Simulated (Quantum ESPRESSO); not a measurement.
## Pt: phonons at points of the zone under several settings

```
Pt
1.0
     0.00000    1.96090    1.96090
     1.96090    0.00000    1.96090
     1.96090    1.96090    0.00000
Pt
1
Direct
  0.00000 0.00000 0.00000
```

All runs used Quantum ESPRESSO 7.5; potentials GBRV 1.5 PBE; k mesh 12 × 12 × 12; relaxed cell; no spin polarisation; cutoff 612 eV; occupations cold, width 0.2 eV.

```csv
level,point,frequencies (cm⁻¹)
PBE,"L (0.500, 0.500, 0.500)",89 89 187
PBE,"K (0.375, 0.375, 0.750)",146 168 198
PBE,"W (0.500, 0.250, 0.750)",101 147 147
PBE,"X (0.500, 0.000, 0.500)",?
```

Task: What stands in the row left open?

Result: Frequencies 123 123 182 cm⁻¹.

Caveats: the q point doesn't lie on the k mesh, which can shift a metal's frequencies strongly unless the mesh is converged (some runs).
